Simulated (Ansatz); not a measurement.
## SnO under changes of volume

One of the cells (17.769 Å³/atom); the others are scaled copies at fixed shape and fractional positions:

```
Sn O
1.0
     3.81370    0.00000    0.00000
     0.00000    3.81370    0.00000
     0.00000    0.00000    4.88691
Sn O
2 2
Direct
  0.50000 0.00000 0.76463
  0.00000 0.50000 0.23537
  0.00000 0.00000 0.00000
  0.50000 0.50000 0.00000
```

The cell is a database's computed one.

```yaml
Program: Ansatz 0.2.0
Functional: LDA
Potentials_or_basis: all-electron LAPW, scalar-relativistic
Cutoff: 318 eV (chosen from the basis error)
Basis_error_allowed: 0.002 eV/atom
k_mesh: 7 × 7 × 6
Occupations: fermi-dirac, width 0.05 eV
Spin: no spin polarisation
```

```tsv
volume (Å³/atom)	energy over the lowest point (meV/atom)	pressure (GPa)	gap on the mesh (eV)	largest force (eV/Å)
16.703	3.99	3.0	0.25	0.667
17.058	0.00	0.6	0.32	0.342
17.414	0.91	-1.4	0.39	0.042
17.769	6.21	-3.3	0.46	0.236
18.125	?	?	?	?
18.480	28.08	-6.5	0.58	0.732
18.835	43.91	-7.8	0.64	0.955
```

**Question.** What does the run at 18.125 Å³/atom give?

**Answer.** Energy over the lowest point 15.38 meV/atom; pressure -5.0 GPa; gap on the mesh 0.52 eV; largest force 0.493 eV/Å.

Worked out: A Birch-Murnaghan fit of order 3 (a polynomial in V^(-2/3)) to the other rows has its minimum at 17.17 Å³/atom with B0 = V·E''(V) = 103 GPa and B' = 4.4 at fixed shape and positions, which overstates the stiffness. It gives 15.41 meV/atom at 18.125 Å³/atom, against the run's 15.38, and -dE/dV = -5.0 GPa, against -5.0. A straight line through the other rows of the gap, of slope 3.24 eV per unit of ln V, gives 0.52 eV, against the run's 0.52.

Energies are extrapolated to zero smearing.

Caveats: spin-orbit coupling is left out, which moves the levels of the heavy elements; an odd mesh through Γ misses points on the zone boundary, where band edges often lie.
